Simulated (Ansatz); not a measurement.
Crystal: Cu, bcc type, 1 atom in the cell.

Method: Ansatz, PBE, plane waves, PAW datasets (generated soft set 1).

Cutoff 420 eV; k-mesh 53×53×53 Γ-centred; Fermi–Dirac smearing of 0.0612 eV; no spin polarisation.

| V (Å³/atom) | a (Å) | E − E(min) (meV/atom) | P (GPa) |
| --- | --- | --- | --- |
| 11.285 | 2.8260 | 20.76 | 9.94 |
| 11.525 | 2.8459 | 8.75 | 6.18 |
| 11.765 | 2.8656 | 2.03 | 2.85 |
| 12.005 | 2.8849 | 0.00 | -0.09 |
| 12.245 | 2.9040 | 2.14 | -2.70 |

Task: Fit a third-order Birch–Murnaghan equation of state to the energies.

Result: V₀ = 11.997 Å³/atom (a₀ = 2.884 Å), B₀ = 139 GPa, B₀′ = 4.97.

The published all-electron PBE values for this crystal (mean of FLEUR and WIEN2k, k-spacing 0.06 Å⁻¹; Bosoni et al., Nat. Rev. Phys. 6, 45 (2024)) are V₀ = 12.005 Å³/atom, B₀ = 138.9 GPa, B₀′ = 5.08.

The stress includes the program's correction for the finite plane-wave basis.

This cubic structure is a model: it isn't the usual form of the substance at ambient conditions, and such phases are metastable or hypothetical.
